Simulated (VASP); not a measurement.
# SnSe (Fm-3m) in VASP: a series of runs

Runs on SnSe. Level: LDA. Tasks: single point.

All numbers are computed with VASP 6.6.1; they aren't measurements. Logs are shortened: lines on timing, memory, paths and dates and some standing lists are left out, and cuts for length are marked.

### 1 The structure

The structure is cubic, space group Fm-3m (No. 225). Conventional cell: a = 6.020 Å, b = 6.020 Å, c = 6.020 Å, α = 90.00°, β = 90.00°, γ = 90.00°. Sn (site symmetry m-3m) is surrounded by 6 Se at 3.01 Å. Se (site symmetry m-3m) is surrounded by 6 Sn at 3.01 Å.

Measurements of this composition are mostly on another form, of space group No. 62.

### 2 Single point, LDA, spin-orbit coupling, no magnetisation

File INCAR:

```
ALGO = Normal ; EDIFF = 1E-7
ENCUT = 400 ; GGA_COMPAT = F
ISIF = 2 ; ISMEAR = 0
LASPH = T ; LCHARG = F
LORBIT = 11 ; LREAL = F
LSORBIT = T ; LWAVE = F
MAGMOM = 0 0 0 0 0 0 ; NBANDS = 36
NELM = 100 ; PREC = Accurate
SIGMA = 0.2
```

File KPOINTS:

```
k-points
0
Gamma
  7 7 7
```

File POSCAR:

```
SnSe
1.0
    0.0000000000      3.0100000000      3.0100000000
    3.0100000000      0.0000000000      3.0100000000
    3.0100000000      3.0100000000      0.0000000000
Sn Se
1 1
Direct
    0.0000000000      0.0000000000      0.0000000000
    0.5000000000      0.5000000000      0.5000000000
```

Potentials or basis: VASP PAW LDA potentials, release 64 (Sn_d, Se).

On the command line:

```console
> cat potpaw_LDA.64/Sn_d/POTCAR potpaw_LDA.64/Se/POTCAR > POTCAR
> mpirun -np 1 vasp_ncl > vasp.out
```

OUTCAR:

```text
EDIFF = 1E-7
   ENCUT = 400
   ISIF = 2
   ISMEAR = 0
   LASPH = T
   LORBIT = 11
   LREAL = F
   LSORBIT = T
   NELM = 100
   PREC = Accurate

 Found     20 irreducible k-points:

 Following reciprocal coordinates:
            Coordinates               Weight
  0.000000  0.000000  0.000000      1.000000
  0.142857  0.000000  0.000000      8.000000
  0.285714  0.000000  0.000000      8.000000
  0.428571  0.000000  0.000000      8.000000
  0.142857  0.142857  0.000000      6.000000
  0.285714  0.142857  0.000000     24.000000
   k-points           NKPTS =     20   k-points in BZ     NKDIM =     20   number of bands    NBANDS=     36
   number of dos      NEDOS =    301   number of ions     NIONS =      2
   total plane-waves  NPLWV =  21952
   dimension x,y,z NGX =    28 NGY =   28 NGZ =   28
   dimension x,y,z NGXF=    56 NGYF=   56 NGZF=   56
   ions per type =               1   1
   NGX,Y,Z   is equivalent  to a cutoff of  10.94, 10.94, 10.94 a.u.
   NGXF,Y,Z  is equivalent  to a cutoff of  21.87, 21.87, 21.87 a.u.
 SYSTEM =  unknown system
   PREC   = accura    normal or accurate (medium, high low for compatibility)
   ISTART =      0    job   : 0-new  1-cont  2-samecut
   ICHARG =      2    charge: 1-file 2-atom 10-const
   ISPIN  =      1    spin polarized calculation?
   LNONCOLLINEAR =      T non collinear calculations
   LSORBIT =      T    spin-orbit coupling
   LASPH  =      T    aspherical Exc in radial PAW
   ENCUT  =  400.0 eV  29.40 Ry    5.42 a.u.   6.94  6.94  6.94*2*pi/ulx,y,z
   NELM   =    100;   NELMIN=  2; NELMDL= -5     # of ELM steps
   EDIFF  = 0.1E-06   stopping-criterion for ELM
   LREAL  =      F    real-space projection
   EDIFFG = 0.1E-05   stopping-criterion for IOM
   NSW    =      0    number of steps for IOM
   IBRION =     -1    ionic relax: 0-MD 1-quasi-New 2-CG
   NFREE  =      0    steps in history (QN), initial steepest desc. (CG)
   ISIF   =      2    stress and relaxation
   ISYM   =      2    0-nonsym 1-usesym 2-fastsym
   POTIM  = 0.5000    time-step for ionic-motion
   TEBEG  =    0.0;   TEEND  =   0.0 temperature during run
   PSTRESS=    0.0 pullay stress
   NELECT =      20.0000    total number of electrons
   NUPDOWN=      -1.0000    fix difference up-down
   EMIN   =  10.00;   EMAX   =-10.00  energy-range for DOS
   EFERMI =   0.00;   METHOD = LEGACY
   ISMEAR =     0;   SIGMA  =   0.20  broadening in eV -4-tet -1-fermi 0-gaus
   EFERMI_NEDOS =   21; number of points for ismear=-14 and -15
   IALGO  =     38    algorithm
   IMIX   =      4    mixing-type and parameters
     AMIX     =   0.40;   BMIX     =  1.00
     AMIX_MAG =   1.60;   BMIX_MAG =  1.00
  volume/ion in A,a.u.               =      27.27       184.03
  Fermi-wavevector in a.u.,A,eV,Ry     =   1.171768  2.214321 18.681350  1.373040
  Thomas-Fermi vector in A             =   2.308207
   LORBIT       =     11    0 simple, 1 ext, 2 COOP (PROOUT), +10 PAW based schemes
   GGA     = CA    functional components
   LHFCALC =     F    Hartree Fock is set to
   AEXX    =    0.0000 exact exchange contribution
   IVDW    =     0    specifies the selected vdW correction
   LEPSILON=     F    determine dielectric tensor
   LRPA    =     F    only Hartree local field effects (RPA)
 Gauss-broadening in eV      SIGMA  =   0.20
  energy-cutoff  :      400.00
  volume of cell :       54.54
 maximum number of plane-waves:      1998
   NGX = 13   NGY = 13   NGZ = 13

 number of electron      19.9999997 magnetization       0.0000000      0.0000000      0.0000000

 number of electron      19.9999997 magnetization      -0.0000000     -0.0000000     -0.0000000

 number of electron      19.9999997 magnetization       0.0000000      0.0000000     -0.0000000

 number of electron      19.9999997 magnetization      -0.0000000     -0.0000000      0.0000000

 Free energy of the ion-electron system (eV)
  ---------------------------------------------------
  ext. energy  EPLUGINS =         0.00000000
  ---------------------------------------------------
  free energy    TOTEN  =        -9.54300688 eV

  energy without entropy =       -9.54214950  energy(sigma->0) =       -9.54257819

 E-fermi :   5.6376     XC(G=0):  -9.8820

 val. band max:        5.2951195795   @ k =  -0.2857   0.1429   0.0000
 cond. band min:       5.9798806436   @ k =  -0.2857   0.1429   0.0000
 fundamental gap:      0.6847610641
 Fermi energy:         5.6375767832

 k-point     1 :       0.0000    0.0000    0.0000
  band No.  band energies     occupation
      1     -16.6854      1.00000
      2     -16.6854      1.00000
      3     -16.6854      1.00000
      4     -16.6854      1.00000
      5     -15.6445      1.00000
      6     -15.6445      1.00000
[... 24 lines left out ...]
     31      11.3165      0.00000
     32      11.3165      0.00000

 k-point     2 :       0.1429    0.0000    0.0000
  band No.  band energies     occupation
      1     -16.6855      1.00000
      2     -16.6855      1.00000
      3     -16.6843      1.00000
      4     -16.6843      1.00000
      5     -15.6457      1.00000
      6     -15.6457      1.00000
[... 24 lines left out ...]
     31      11.7679      0.00000
     32      11.7679      0.00000

 k-point     3 :       0.2857    0.0000    0.0000
  band No.  band energies     occupation
      1     -16.6858      1.00000
      2     -16.6858      1.00000
      3     -16.6820      1.00000
      4     -16.6820      1.00000
      5     -15.6485      1.00000
      6     -15.6485      1.00000
[... 24 lines left out ...]
     31      12.9885      0.00000
     32      12.9885      0.00000

 k-point     4 :       0.4286    0.0000    0.0000
  band No.  band energies     occupation
      1     -16.6860      1.00000
      2     -16.6860      1.00000
      3     -16.6802      1.00000
      4     -16.6802      1.00000
      5     -15.6508      1.00000
      6     -15.6508      1.00000
[... 24 lines left out ...]
     31      14.8593      0.00000
     32      14.8593      0.00000

 k-point     5 :       0.1429    0.1429    0.0000
  band No.  band energies     occupation
      1     -16.6849      1.00000
      2     -16.6849      1.00000
      3     -16.6847      1.00000
      4     -16.6847      1.00000
      5     -15.6457      1.00000
      6     -15.6457      1.00000
[... 24 lines left out ...]
     31      12.6307      0.00000
     32      12.6307      0.00000

 k-point     6 :       0.2857    0.1429    0.0000
  band No.  band energies     occupation
      1     -16.6853      1.00000
      2     -16.6853      1.00000
      3     -16.6830      1.00000
      4     -16.6830      1.00000
      5     -15.6478      1.00000
      6     -15.6478      1.00000
[... 24 lines left out ...]
     31      13.7703      0.00000
     32      13.7703      0.00000

 [... further k-points ...]

 [bands above 32 left out]

------------------------ aborting loop because EDIFF is reached ----------------------------------------

  FORCE on cell =-STRESS in cart. coord.  units (eV):
  Direction    XX          YY          ZZ          XY          YZ          ZX
  --------------------------------------------------------------------------------------
  -------------------------------------------------------------------------------------
  Total       -1.1208263     -1.1208263     -1.1208263      0.0000000      0.0000000      0.0000000
  in kB      -32.9245177    -32.9245177    -32.9245177      0.0000000      0.0000000      0.0000000
  external PRESSURE =     -32.9245177 kB  Pullay stress =       0.0000000 kB

 VOLUME and BASIS-vectors are now :
 -----------------------------------------------------------------------------
  energy-cutoff  :      400.00
  volume of cell :       54.54
      direct lattice vectors                 reciprocal lattice vectors
     0.000000000  3.010000000  3.010000000    -0.166112957  0.166112957  0.166112957
     3.010000000  0.000000000  3.010000000     0.166112957 -0.166112957  0.166112957
     3.010000000  3.010000000  0.000000000     0.166112957  0.166112957 -0.166112957

 POSITION                                       TOTAL-FORCE (eV/Angst)
 -----------------------------------------------------------------------------------
      0.00000      0.00000      0.00000         0.000000      0.000000     -0.000000
      3.01000      3.01000      3.01000        -0.000000     -0.000000      0.000000
 -----------------------------------------------------------------------------------
    total drift:                               -0.000000      0.000000      0.000000

  FREE ENERGIE OF THE ION-ELECTRON SYSTEM (eV)
  ---------------------------------------------------
  free  energy   TOTEN  =        -9.5430068805 eV

  energy  without entropy=       -9.5421495028  energy(sigma->0) =       -9.54257819

 Spin-Orbit-Coupling matrix elements

 Ion:    1  E_soc:     -0.0926953
 l=   1
     0.0000000    -0.0091109    -0.0091109
    -0.0091109     0.0000000    -0.0091109
    -0.0091109    -0.0091109     0.0000000
 l=   2
     0.0000000    -0.0012643     0.0000000    -0.0012643    -0.0050740
    -0.0012643     0.0000000    -0.0038055    -0.0012643    -0.0012685
     0.0000000    -0.0038055     0.0000000    -0.0038055     0.0000000
    -0.0012643    -0.0012643    -0.0038055     0.0000000    -0.0012685
    -0.0050740    -0.0012685     0.0000000    -0.0012685     0.0000000
 l=   3
     0.0000000     0.0000000     0.0000000     0.0000000     0.0000000     0.0000000     0.0000000
     0.0000000     0.0000000     0.0000000     0.0000000     0.0000000     0.0000000     0.0000000
     0.0000000     0.0000000     0.0000000     0.0000000     0.0000000     0.0000000     0.0000000
     0.0000000     0.0000000     0.0000000     0.0000000     0.0000000     0.0000000     0.0000000
     0.0000000     0.0000000     0.0000000     0.0000000     0.0000000     0.0000000     0.0000000
     0.0000000     0.0000000     0.0000000     0.0000000     0.0000000     0.0000000     0.0000000
     0.0000000     0.0000000     0.0000000     0.0000000     0.0000000     0.0000000     0.0000000

 Ion:    2  E_soc:     -0.0452537
 l=   1
     0.0000000    -0.0075513    -0.0075513
    -0.0075513     0.0000000    -0.0075513
    -0.0075513    -0.0075513     0.0000000
 l=   2
     0.0000000    -0.0000016     0.0000000    -0.0000016     0.0000106
    -0.0000016     0.0000000     0.0000079    -0.0000016     0.0000026
     0.0000000     0.0000079     0.0000000     0.0000079     0.0000000
    -0.0000016    -0.0000016     0.0000079     0.0000000     0.0000026
     0.0000106     0.0000026     0.0000000     0.0000026     0.0000000
 l=   3
     0.0000000     0.0000000     0.0000000     0.0000000     0.0000000     0.0000000     0.0000000
     0.0000000     0.0000000     0.0000000     0.0000000     0.0000000     0.0000000     0.0000000
     0.0000000     0.0000000     0.0000000     0.0000000     0.0000000     0.0000000     0.0000000
     0.0000000     0.0000000     0.0000000     0.0000000     0.0000000     0.0000000     0.0000000
     0.0000000     0.0000000     0.0000000     0.0000000     0.0000000     0.0000000     0.0000000
     0.0000000     0.0000000     0.0000000     0.0000000     0.0000000     0.0000000     0.0000000
     0.0000000     0.0000000     0.0000000     0.0000000     0.0000000     0.0000000     0.0000000

 total charge

# of ion       s       p       d       tot
------------------------------------------
    1        1.394   0.686   9.986  12.065
    2        1.483   2.282   0.025   3.790
--------------------------------------------------
tot          2.877   2.967  10.011  15.855

 magnetization (x)

# of ion       s       p       d       tot
------------------------------------------
    1       -0.000   0.000   0.000  -0.000
    2        0.000  -0.000   0.000  -0.000
--------------------------------------------------
tot         -0.000  -0.000   0.000  -0.000

 magnetization (y)

# of ion       s       p       d       tot
------------------------------------------
    1        0.000   0.000  -0.000   0.000
    2       -0.000   0.000   0.000   0.000
--------------------------------------------------
tot          0.000   0.000  -0.000   0.000

 magnetization (z)

# of ion       s       p       d       tot
------------------------------------------
    1        0.000   0.000   0.000   0.000
    2        0.000  -0.000   0.000  -0.000
--------------------------------------------------
tot          0.000  -0.000   0.000   0.000
```

Wall time 25 s (1 thread of Intel Xeon 6975P-C (Granite Rapids), shared host); peak memory 0.21 GiB.

The run converged, but some of its settings lie outside the range that counts as converged, so its numbers aren't taken as properties of the crystal.

Results:

| Quantity | Value |
| --- | --- |
| Free energy | -9.5430 eV |
| Pressure | -3.3 GPa |
| Valence electrons inside the program's atomic spheres | Sn 12.06; Se 3.79 |

Caveat: this odd mesh misses L, where the gap lies, so gap, dielectric constants and Born charges aren't listed.

### 3 Single point, LDA, spin-orbit coupling, no magnetisation

File INCAR:

```
ALGO = Normal ; EDIFF = 1E-7
ENCUT = 460 ; GGA_COMPAT = F
ISIF = 2 ; ISMEAR = 0
LASPH = T ; LCHARG = F
LORBIT = 11 ; LREAL = F
LSORBIT = T ; LWAVE = F
MAGMOM = 0 0 0 0 0 0 ; NBANDS = 36
NELM = 100 ; PREC = Accurate
SIGMA = 0.02
```

KPOINTS is that of step 2.

POSCAR is that of step 2.

Potentials or basis: VASP PAW LDA potentials, release 64 (Sn_d, Se).

On the command line:

```console
> cat potpaw_LDA.64/Sn_d/POTCAR potpaw_LDA.64/Se/POTCAR > POTCAR
> mpirun -np 1 vasp_ncl > vasp.out
```

Wall time 34 s (1 thread of Intel Xeon 6975P-C (Granite Rapids), shared host); peak memory 0.25 GiB.

These settings aren't checked as converged: the numbers below hold their error.

What came out:

```yaml
Free_energy: -9.5433 eV
Pressure: -3.2 GPa
Valence_electrons_inside_the_program's_atomic_spheres: Sn 12.06; Se 3.79
```

Caveat: this odd mesh misses L, where the gap lies, so gap, dielectric constants and Born charges aren't listed.

### 4 Single point, LDA, spin-orbit coupling, no magnetisation

INCAR: that of step 3 with these lines changed.

```diff
@@ -1,3 +1,3 @@
 ALGO = Normal ; EDIFF = 1E-7
-ENCUT = 460 ; GGA_COMPAT = F
+ENCUT = 520 ; GGA_COMPAT = F
 ISIF = 2 ; ISMEAR = 0
```

KPOINTS is that of step 3.

POSCAR is that of step 3.

On the command line:

```console
> cat potpaw_LDA.64/Sn_d/POTCAR potpaw_LDA.64/Se/POTCAR > POTCAR
> mpirun -np 1 vasp_ncl > vasp.out
```

Wall time 30 s (1 thread of Intel Xeon 6975P-C (Granite Rapids), shared host); peak memory 0.27 GiB.

The run converged, but some of its settings lie outside the range that counts as converged, so its numbers aren't taken as properties of the crystal.

Results:

- Free energy: -9.5432 eV
- Pressure: -3.3 GPa
- Valence electrons inside the program's atomic spheres: Sn 12.06; Se 3.79

Caveat: this odd mesh misses L, where the gap lies, so gap, dielectric constants and Born charges aren't listed.

### 5 The reference run

An earlier run on the cell as given: functional PBEsol; potentials or basis VASP PAW PBE potentials, release 64 (Sn_d, Se); cutoff 520 eV; k mesh 8 × 8 × 8; occupations fermi-dirac, width 0.05 eV; no spin polarisation.

- Pressure: -1.9 GPa
- Band gap on the k mesh: 0.65 eV, direct
